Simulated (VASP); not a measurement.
ZnS, 2 atoms in the cell. It takes space group F-43m (No. 216, cubic). The conventional cell has a = 5.455 Å, b = 5.455 Å, c = 5.455 Å, α = 90.00°, β = 90.00°, γ = 90.00°. Zn (site symmetry -43m) is surrounded by 4 S at 2.36 Å. S (site symmetry -43m) is surrounded by 4 Zn at 2.36 Å. 

| Property | Result |
| --- | --- |
| Program | VASP 6.6.1 |
| Task | Born charges and dielectric tensor |
| Functional | PBE |
| Potentials or basis | VASP PAW PBE potentials, release 64 (Zn, S) |
| Cutoff | 520 eV |
| k mesh | 4 × 4 × 4 |
| Occupations | gaussian, width 0.02 eV |
| Spin | no spin polarisation |
| Further INCAR settings | ALGO = Normal; EDIFF = 1e-08; IBRION = 8; NSW = 1 |

Potentials or basis: VASP PAW PBE potentials, release 64 (Zn, S).

Run with:

```console
$ cat potpaw_PBE.64/Zn/POTCAR potpaw_PBE.64/S/POTCAR > POTCAR
$ mpirun -np 1 vasp_std > vasp.out
```

Hardware: 1 thread of AMD EPYC 7R13 Processor (Zen 3) (shared host).

How long does it take, and how much memory?

It took 110 s on 1 thread of AMD EPYC 7R13 Processor (Zen 3) (shared host), peak memory 0.17 GiB. Counts: scf iterations 173, k points 8.
